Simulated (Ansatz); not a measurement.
## SrCl$_{2}$, one cell by several methods

```xyz
3
Lattice="0.0000 3.4855 3.4855 3.4855 0.0000 3.4855 3.4855 3.4855 0.0000" Properties=species:S:1:pos:R:3 pbc="T T T"
Sr    0.0000    0.0000    0.0000
Cl    1.7428    1.7428    1.7428
Cl    5.2283    5.2283    5.2283
```

Atoms are numbered in the order listed.

The geometry is COD entry 1541509, unchecked; take it as a test cell.

Methods: DFT, LDA, PAW with Ansatz's default frozen-core files, scalar-relativistic (Ansatz 0.2.0); DFT, LDA, all-electron PAW with datasets made for the crystal, scalar-relativistic (Ansatz 0.2.0); DFT, LDA, all-electron LAPW, scalar-relativistic (Ansatz 0.2.0).

For PAW: a Γ-centred 8×8×8 k mesh, Fermi–Dirac smearing of 0.01 eV, cutoff 420 eV, no spin polarisation; the PAW files were made with PBE, and the program remakes their frozen cores for this functional. The crystal-made all-electron datasets (AE datasets) take a cutoff of 220 eV at this cell. LAPW targets a basis error of 1 meV/atom. The Ansatz runs share mesh, smearing and spin set-up. Plane-wave (PAW) pressures include the program's estimate of the Pulay term.

Stress and pressure are positive in compression.

Levels count from the top of the valence band.

```
                      quantity     PAW  AE datasets    LAPW
                pressure (GPa)   -2.77        -2.77   -2.77
                 band gap (eV)   4.889        4.891   4.891
highest filled level at Γ (eV)  -0.346       -0.346  -0.346
  lowest empty level at Γ (eV)   4.889        4.891   4.891
highest filled level at L (eV)  -1.078       -1.077  -1.077
  lowest empty level at L (eV)   6.466        6.466   6.466
```

PAW's pressure differs from the LAPW value by about 0.01 GPa or less.
